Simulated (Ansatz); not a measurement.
# N: the cost of one run

Computed with Ansatz 0.2.0 (DFT r2SCAN, scalar-relativistic, plane waves, PAW, unless a step's input says otherwise).

**1. Starting point**

It takes space group P6_3/mmc (No. 194, hexagonal). The conventional cell has a = 3.629 Å, b = 3.629 Å, c = 5.890 Å, α = 90.00°, β = 90.00°, γ = 120.00°. N (site symmetry -6m2) has 12 N at 3.61 to 3.63 Å in its first shell of neighbours.

Coordinates:

```
CELL_PARAMETERS angstrom
3.62900 0.00000 0.00000
-1.81450 3.14281 0.00000
0.00000 0.00000 5.89000
ATOMIC_POSITIONS crystal
N 0.33333 0.66667 0.25000
N 0.66667 0.33333 0.75000
```

No relaxation comes first: the listed cell is the starting point.

**2. Zero of energy**

The reference gives a free energy of -760.0597 eV, pressure 0.31 GPa, largest force 0.000 eV/Å and gap on the mesh 3.92 eV. It was computed beforehand with the settings of the runs below.

**3. Next: an energy map of one atom**

Atom 1 (N) is moved by p along (1.000, 0.000, 0.000) and q along (0.000, 1.000, 0.000) (Å), all else fixed; its images in the other cells move with it. Points alike by symmetry are run once.

**4. p = -0.600, q = -0.600**

The input, input.yaml:

```yaml
crystal:
  lattice:
    - [3.6290016496, 0.0, 0.0]
    - [-1.8145008248, 3.142807619, 0.0]
    - [0.0, 0.0, 5.89]
  atoms:
    - { symbol: "N", position: [0.0725425559, 0.4757545674, 0.25], spin: 3.2 }
    - { symbol: "N", position: [0.6666666667, 0.3333333333, 0.75], spin: 3.2 }
basis:
  ecutwfc: 500
kpoints:
  mp_grid: { grid: [6, 6, 4] }
hamiltonian:
  xc: r2scan
scf:
  occupations: { method: gaussian, width: 0.05 }
output:
  forces: true
  stress: true
  eigenvalues: true
  populations: true
magnetization:
  spin_polarized: true
```

On the command line:

```sh
> ansatz run input.yaml --threads 1 --pin off --max-ram 2560MiB --backend cpu --events-out ev --progress --plain --runs-dir out
```

Q: Estimate wall time and peak memory on 1 thread of Arm Neoverse V1, shared host.

About 29 s, with a peak of 0.5 GiB.
